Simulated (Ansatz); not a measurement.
AlPt:

```
CELL_PARAMETERS angstrom
3.09155 0.00000 0.00000
0.00000 3.09155 0.00000
0.00000 0.00000 3.09155
ATOMIC_POSITIONS crystal
Pt 0.50000 0.50000 0.50000
Al 0.00000 0.00000 0.00000
```

Measurements of this composition are mostly on another form, of space group No. 198.

| Quantity | Value |
| --- | --- |
| Program | Ansatz 0.2.0 |
| Task | single point |
| Functional | PBEsol |
| Potentials or basis | Ansatz PAW |
| Cutoff | 420 eV (not typed: the program's choice for these potentials) |
| k mesh | 9 × 9 × 9 |
| Occupations | fermi-dirac, width 0.05 eV |
| Spin | no spin polarisation |

On this cell: pressure -5.8 GPa; largest force zero by symmetry; band gap on the k mesh none (metal or under the smearing width).

The same run follows on a disturbed copy (atoms moved at random, drawn with an rms of 0.05 Å):

```
Pt Al
1.0
     3.09155    0.00000    0.00000
     0.00000    3.09155    0.00000
     0.00000    0.00000    3.09155
Pt Al
1 1
Direct
  0.50628 0.51970 0.49067
  0.99902 0.99472 0.00385
```

Task: What does the disturbed cell give?

Result: The energy (extrapolated to zero smearing) moves by +7.3 meV/atom; pressure -5.3 GPa; largest force 0.328 eV/Å; band gap on the k mesh none (metal or under the smearing width).

Forces in eV/Å, atoms in the order of the input:
```
Pt  -0.084 -0.279  0.151
Al   0.084  0.279 -0.151
```

Stress tensor (GPa, compression positive):
```
-5.17  0.22 -0.12
 0.22 -5.38 -0.39
-0.12 -0.39 -5.21
```

Caveats: the PAW data sets come from PBE, with cores solved anew for the run's functional, which leaves a small shift of forces and pressure.
